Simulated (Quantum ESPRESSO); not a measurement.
**FeO (Wuestite) under changes of volume**

One of the cells (10.013 Å³/atom); the others are scaled copies at fixed shape and fractional positions:

```
Fe O
1.0
     0.00000    2.15540    2.15540
     2.15540    0.00000    2.15540
     2.15540    2.15540    0.00000
Fe O
1 1
Direct
  0.00000 0.00000 0.00000
  0.50000 0.50000 0.50000
```

| Property | Result |
| --- | --- |
| Program | Quantum ESPRESSO 7.5 |
| Functional | LDA |
| Potentials or basis | GBRV 1.5 LDA |
| Cutoff | 762 eV |
| Density cutoff | 6095 eV |
| k mesh | 11 × 11 × 11 |
| Occupations | fermi-dirac, width 0.05 eV |
| Spin | collinear spin, ferromagnetic start |
| Starting moments | [3.0, 0.0] μB |

```tsv
volume (Å³/atom)	energy over the lowest point (meV/atom)	pressure (GPa)
9.413	0.00	-4.2
9.613	7.47	-8.3
9.813	?	?
10.013	37.17	-15.5
10.214	58.25	-18.4
10.414	82.85	-21.1
10.614	110.63	-23.4
```

Question: What does the run at 9.813 Å³/atom give?

Answer: Energy over the lowest point 20.07 meV/atom; pressure -12.1 GPa.

Worked out: A Birch-Murnaghan fit of order 3 (a polynomial in V^(-2/3)) to the other rows has its minimum at 9.25 Å³/atom, just outside them, with B0 = V·E''(V) = 231 GPa and B' = 4.5. It gives 20.07 meV/atom at 9.813 Å³/atom, against the run's 20.07, and -dE/dV = -11.9 GPa, against -12.1.

Energies are extrapolated to zero smearing.

Caveats: a cell with one magnetic atom can't hold antiferromagnetic order, which such compounds often take.
